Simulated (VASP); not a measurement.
# P (P2/m) in VASP: RPA correlation energy with PBE

Aim: the RPA correlation energy of P with PBE.

All numbers are computed with VASP 6.6.1; they aren't measurements. Logs are shortened: lines on timing, memory, paths and dates and some standing lists are left out, and cuts for length are marked.

## (1) The undisturbed crystal

It takes space group P2/m (No. 10, monoclinic). The conventional cell has a = 2.425 Å, b = 2.439 Å, c = 4.852 Å, α = 90.00°, β = 90.24°, γ = 90.00°. Around P (site symmetry m) lie 6 P at 2.42 to 2.44 Å.

This isn't the form of P at room conditions, which is orthorhombic.

## (2) RPA correlation energy, PBE (volume scaled by 0.96)

File POSCAR:

```
P
1.0
    2.3919239577      0.0000000000      0.0000000000
    0.0000000000      2.4055779265      0.0000000000
   -0.0200399097      0.0000000000      4.7868514414
P
2
Direct
    0.0000000300      0.0000000000      0.7494253600
    0.9999999700      0.0000000000      0.2505746400
```

File INCAR.step1:

```
ALGO = Fast
EDIFF = 1E-8
ENCUT = 350
GGA = PE
ISMEAR = 0
LASPH = T
LCHARG = F
LREAL = F
LWAVE = T
NELM = 80
PREC = Accurate
SIGMA = 0.05
```

File INCAR.step2:

```
AEXX = 1.0
AGGAC = 0.0
ALDAC = 0.0
ALGO = EIGENVAL
EDIFF = 1E-8
ENCUT = 350
GGA = PE
ISMEAR = 0
ISTART = 1
LASPH = T
LCHARG = F
LHFCALC = T
LREAL = F
LWAVE = F
NELM = 1
PREC = Accurate
PRECFOCK = Fast
SIGMA = 0.05
```

File INCAR.step3:

```
ALGO = Exact
EDIFF = 1E-8
ENCUT = 350
GGA = PE
ISMEAR = 0
ISTART = 1
LASPH = T
LCHARG = F
LOPTICS = T
LREAL = F
LWAVE = T
NBANDS = 419
NELM = 1
PREC = Accurate
SIGMA = 0.05
```

File INCAR.step4:

```
ALGO = ACFDT
EDIFF = 1E-8
ENCUT = 350
ENCUTGW = 250
GGA = PE
ISMEAR = 0
ISTART = 1
LASPH = T
LCHARG = F
LREAL = F
LWAVE = F
NBANDS = 419
NELM = 80
NOMEGA = 12
PREC = Accurate
PRECFOCK = Fast
SIGMA = 0.05
```

File KPOINTS:

```
k-points
0
Gamma
  6 6 3
```

Potentials or basis: VASP PAW PBE potentials, release 64 (P_GW).

Command:

```console
$ cat potpaw_PBE.64/P_GW/POTCAR > POTCAR
$ cp INCAR.step1 INCAR
$ mpirun -np 1 vasp_std > vasp.out
$ cp INCAR.step2 INCAR
$ mpirun -np 1 vasp_std > vasp.out
$ cp INCAR.step3 INCAR
$ mpirun -np 1 vasp_std > vasp.out
$ cp INCAR.step4 INCAR
$ mpirun -np 1 vasp_std > vasp.out
```

OUTCAR:

```text
EDIFF = 1E-8
   ENCUT = 350
   ENCUTGW = 250
   GGA = PE
   ISMEAR = 0
   ISTART = 1
   LASPH = T
   LREAL = F
   NELM = 80
   PREC = Accurate
   PRECFOCK = Fast

 ion  position               nearest neighbor table
   1  0.000  0.000  0.749-   2 2.39   2 2.40
   2  1.000  0.000  0.251-   1 2.39   1 2.40

  LATTYP: Found a simple monoclinic cell.
 ALAT       =     2.3919239577
 B/A-ratio  =     1.0057083624
 C/A-ratio  =     2.0012732319
 COS(beta)  =    -0.0041864124

  Lattice vectors:

 A1 = (   2.3919239577,   0.0000000000,   0.0000000000)
 A2 = (   0.0000000000,   2.4055779265,   0.0000000000)
 A3 = (  -0.0200399097,   0.0000000000,   4.7868514414)

Analysis of symmetry for initial positions (statically):
=====================================================================
 Subroutine PRICEL returns:
 Original cell was already a primitive cell.

 Routine SETGRP: Setting up the symmetry group for a
 simple monoclinic supercell.

 Subroutine GETGRP returns: Found  4 space group operations
 (whereof  4 operations were pure point group operations)
 out of a pool of  4 trial point group operations.

The static configuration has the point symmetry C_2h.

Analysis of symmetry for dynamics (positions and initial velocities):
=====================================================================
 Subroutine PRICEL returns:
 Original cell was already a primitive cell.

 Routine SETGRP: Setting up the symmetry group for a
 simple monoclinic supercell.

 Subroutine GETGRP returns: Found  4 space group operations
 (whereof  4 operations were pure point group operations)
 out of a pool of  4 trial point group operations.

The dynamic configuration has the point symmetry C_2h.

 Subroutine INISYM returns: Found  4 space group operations
 (whereof  4 operations are pure point group operations),
 and found     1 'primitive' translations

----------------------------------------------------------------------------------------

                                     Primitive cell

  volume of cell :      27.5433

  direct lattice vectors                    reciprocal lattice vectors
     2.391923958  0.000000000  0.000000000     0.418073491  0.000000000  0.001750243
     0.000000000  2.405577926  0.000000000     0.000000000  0.415700522  0.000000000
    -0.020039910  0.000000000  4.786851441     0.000000000  0.000000000  0.208905585

  length of vectors
     2.391923958  2.405577926  4.786893389     0.418077155  0.415700522  0.208905585

  position of ions in fractional coordinates (direct lattice)
     0.000000030  0.000000000  0.749425360
     0.999999970  0.000000000  0.250574640

  ion indices of the primitive-cell ions
   primitive index   ion index
                 1           1
                 2           2

----------------------------------------------------------------------------------------

 KPOINTS: k-points

Automatic generation of k-mesh.
 Grid dimensions read from file:
 generate k-points for:    6    6    3

 Generating k-lattice:

  Cartesian coordinates                     Fractional coordinates (reciprocal lattice)
     0.069678915  0.000000000  0.000291707     0.166666667  0.000000000  0.000000000
     0.000000000  0.069283420  0.000000000     0.000000000  0.166666667  0.000000000
     0.000000000  0.000000000  0.069635195     0.000000000  0.000000000  0.333333333

  Length of vectors
     0.069679526  0.069283420  0.069635195

  Shift w.r.t. Gamma in fractional coordinates (k-lattice)
     0.000000000  0.000000000  0.000000000

 Subroutine IBZKPT returns following result:
 ===========================================

 Found     40 irreducible k-points:

 Following reciprocal coordinates:
            Coordinates               Weight
  0.000000  0.000000  0.000000      1.000000
  0.166667  0.000000 -0.000000      2.000000
  0.333333  0.000000 -0.000000      2.000000
  0.500000  0.000000  0.000000      1.000000
  0.000000  0.166667  0.000000      2.000000
  0.166667  0.166667 -0.000000      4.000000
[... 16 lines left out ...]
  0.000000  0.166667  0.333333      4.000000
  0.166667  0.166667  0.333333      4.000000
 [... further k-points ...]
   k-points           NKPTS =     40   k-points in BZ     NKDIM =    108   number of bands    NBANDS=    419
   number of dos      NEDOS =    301   number of ions     NIONS =      2
   total plane-waves  NPLWV =   7680
   dimension x,y,z NGX =    16 NGY =   16 NGZ =   30
   dimension x,y,z NGXF=    32 NGYF=   32 NGZF=   60
   ions per type =               2
   NGX,Y,Z   is equivalent  to a cutoff of  11.12, 11.06, 10.42 a.u.
   NGXF,Y,Z  is equivalent  to a cutoff of  22.24, 22.11, 20.84 a.u.
 SYSTEM =  unknown system
   PREC   = accura    normal or accurate (medium, high low for compatibility)
   ISTART =      1    job   : 0-new  1-cont  2-samecut
   ICHARG =      0    charge: 1-file 2-atom 10-const
   ISPIN  =      1    spin polarized calculation?
   LNONCOLLINEAR =      F non collinear calculations
   LSORBIT =      F    spin-orbit coupling
   LASPH  =      T    aspherical Exc in radial PAW
   ENCUT  =  350.0 eV  25.72 Ry    5.07 a.u.   3.65  3.67  7.30*2*pi/ulx,y,z
   NELM   =     80;   NELMIN=  2; NELMDL=  0     # of ELM steps
   EDIFF  = 0.1E-07   stopping-criterion for ELM
   LREAL  =      F    real-space projection
   EDIFFG = 0.1E-06   stopping-criterion for IOM
   NSW    =      0    number of steps for IOM
   IBRION =     -1    ionic relax: 0-MD 1-quasi-New 2-CG
   NFREE  =      0    steps in history (QN), initial steepest desc. (CG)
   ISIF   =      0    stress and relaxation
   ISYM   =      3    0-nonsym 1-usesym 2-fastsym
   POTIM  = 0.5000    time-step for ionic-motion
   TEBEG  =    0.0;   TEEND  =   0.0 temperature during run
   PSTRESS=    0.0 pullay stress
   NELECT =      10.0000    total number of electrons
   NUPDOWN=      -1.0000    fix difference up-down
   EMIN   =  10.00;   EMAX   =-10.00  energy-range for DOS
   EFERMI =   0.00;   METHOD = LEGACY
   ISMEAR =     0;   SIGMA  =   0.05  broadening in eV -4-tet -1-fermi 0-gaus
   EFERMI_NEDOS =   21; number of points for ismear=-14 and -15
   IALGO  =     38    algorithm
   IMIX   =      4    mixing-type and parameters
     AMIX     =   0.40;   BMIX     =  1.00
     AMIX_MAG =   1.60;   BMIX_MAG =  1.00
  volume/ion in A,a.u.               =      13.77        92.94
  Fermi-wavevector in a.u.,A,eV,Ry     =   1.167892  2.206995 18.557953  1.363971
  Thomas-Fermi vector in A             =   2.304386
   LORBIT       =      0    0 simple, 1 ext, 2 COOP (PROOUT), +10 PAW based schemes
   GGA     = PE    functional components
   LHFCALC =     T    Hartree Fock is set to
   PRECFOCK=fast      Normal, Fast or Accurate (Low or Medium for compatibility)
   ENCUT4O =  -1.0   cutoff for four orbital integrals eV
   NKREDX  =     1    reduce k-point grid by
   NKREDY  =     1    reduce k-point grid by
   NKREDZ  =     1    reduce k-point grid by
   AEXX    =    1.0000 exact exchange contribution
   HFSCREEN=    0.0000 screening length (either q_TF or 0.3 A-1)
   HFSCREENC=   0.0000 screening length for correlation (either q_TF or 0.3 A-1)
   ENCUTFOCK=  -1.0 apply spherical cutoff to Coloumb kernel
   IVDW    =     0    specifies the selected vdW correction
   LEPSILON=     F    determine dielectric tensor
   LRPA    =     F    only Hartree local field effects (RPA)
   LRPAFORCE           =     F    calculate RPA forces
   ENCUTGW             = 250.0    cutoff for response function in eV
   ENCUTGWSOFT         = 200.0    soft cutoff for Coulomb kernel in GW response function in eV
   ENCUTLF             =  -1.0    cutoff for local field effects
   NELMGW              =     1    number of iterations in solving QP/BSE equation
   NELMHF              =     1    number of iterations in the inner HF iteration
   NKREDLFX            =     1    NKREDLFY  =   1   NKREDLFZ  =   1
 non-spin polarized calculation
 Gauss-broadening in eV      SIGMA  =   0.05
  energy-cutoff  :      350.00
  volume of cell :       27.54
 maximum number of plane-waves:       419
 NGX is ok and might be reduce to    16
  NGX = 10; NGY = 10; NGZ = 20
   NGX =  7   NGY =  7   NGZ = 15
 maximum number of plane-waves:       272

      cutoff energy     smooth cutoff   RPA   correlation   Hartree contr. to MP2
---------------------------------------------------------------------------------
            250.000           200.000      -29.6124896844  -471228.8073020765
            238.095           190.476      -29.5717685690  -471228.7637347486
            226.757           181.406      -29.5276188787  -471228.7163864504
            215.959           172.768      -29.4802889464  -471228.6657726549
            205.676           164.541      -29.4299837104  -471228.6124080940
            195.882           156.705      -29.3758254083  -471228.5549573922
            186.554           149.243      -29.3183052264  -471228.4933233576
            177.670           142.136      -29.2570352480  -471228.4267194194
  linear regression
  converged value                          -30.1435130929  -471229.3748429701
```

Run time: 31 min. Hardware: 1 thread of Intel Xeon Platinum 8375C at 2.90GHz (Ice Lake), shared host; peak memory 0.57 GiB.

What came out:

| Property | Result |
| --- | --- |
| Band gap on the k mesh, mean-field level | none (metal or under the smearing width) |
| RPA correlation energy | -15.072 eV/atom |
| RPA total energy per cell | -49.220 eV |
| RPA correlation energy per cell | -30.144 eV |

Levels at points of the mesh, in eV from the Fermi level:
| k point | band 1 | band 2 | band 3 | band 4 | band 5 | band 6 | band 7 | band 8 | band 9 |
| --- | --- | --- | --- | --- | --- | --- | --- | --- | --- |
| (0.00, 0.00, 0.00) | -17.22 | -12.57 | -9.30 | 5.05 | 5.26 | 5.31 | 6.48 | 6.54 | 8.24 |
| (0.50, 0.00, 0.00) | -12.56 | -9.31 | -7.46 | -5.71 | -5.63 | 0.50 | 8.15 | 8.36 | 9.15 |
| (0.00, 0.50, 0.00) | -12.68 | -9.28 | -7.61 | -5.75 | -5.63 | 0.50 | 8.27 | 8.31 | 9.11 |
| (0.50, 0.50, 0.00) | -7.60 | -5.75 | -5.62 | -2.46 | -2.38 | -2.28 | -1.13 | 0.50 | 4.31 |

Caveat: the k mesh is coarse (spacing up to 0.44 Å⁻¹), so the values aren't converged; the ground state has no gap, which makes the many-body step unreliable.

## (3) The reference run

An earlier run on the cell as given: functional PBE; potentials or basis VASP PAW PBE potentials, release 64 (P); cutoff 520 eV; k mesh 11 × 11 × 6; occupations fermi-dirac, width 0.05 eV; no spin polarisation.

- Pressure: 1.9 GPa
- Largest force: 0.005 eV/Å
- Band gap on the k mesh: none (metal or under the smearing width)
